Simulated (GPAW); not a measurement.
The system is MgS.

```
S Mg
1.0
     0.00000    2.83312    2.83312
     2.83312    0.00000    2.83312
     2.83312    2.83312    0.00000
S Mg
1 1
Direct
  0.25000 0.25000 0.25000
  0.00000 0.00000 0.00000
```

The cell comes from a database or a generator and needn't be the stable form of this composition.

| Quantity | Value |
| --- | --- |
| Program | GPAW 26.7.0 |
| Task | relaxation of cell and atoms |
| Functional | PBEsol |
| Dispersion | D3 |
| Potentials or basis | PAW data sets generated in the run's folder for this functional |
| Cutoff | 800 eV |
| Basis | pw |
| k mesh | 8 × 8 × 8 |
| Occupations | fermi-dirac, width 0.05 eV |
| Spin | no spin polarisation |

At the start: pressure -1.8 GPa; volume 22.74 Å³/atom.

**Question.** How do energy, volume and symmetry change on relaxing?

**Answer.** Over 3 steps the energy falls by 3.6 meV/atom and the volume is 22.06 Å³/atom (-3.0 %); space group F-43m (No. 216, to 0.05 Å).

Step by step:
```csv
step,energy change (eV),largest force (eV/Å),pressure (GPa),volume (Å³)
1,0.0000,0.0000,-1.76,45.48
2,-0.0024,0.0000,-1.46,45.24
3,-0.0073,0.0000,0.05,44.11
```

Final structure:
```xyz
2
Lattice="0.0000 2.8045 2.8045 2.8045 0.0000 2.8045 2.8045 2.8045 0.0000" Properties=species:S:1:pos:R:3 pbc="T T T"
S     1.4022    1.4022    1.4022
Mg    0.0000    0.0000    0.0000
```

Caveat: later steps reuse the first step's grids.
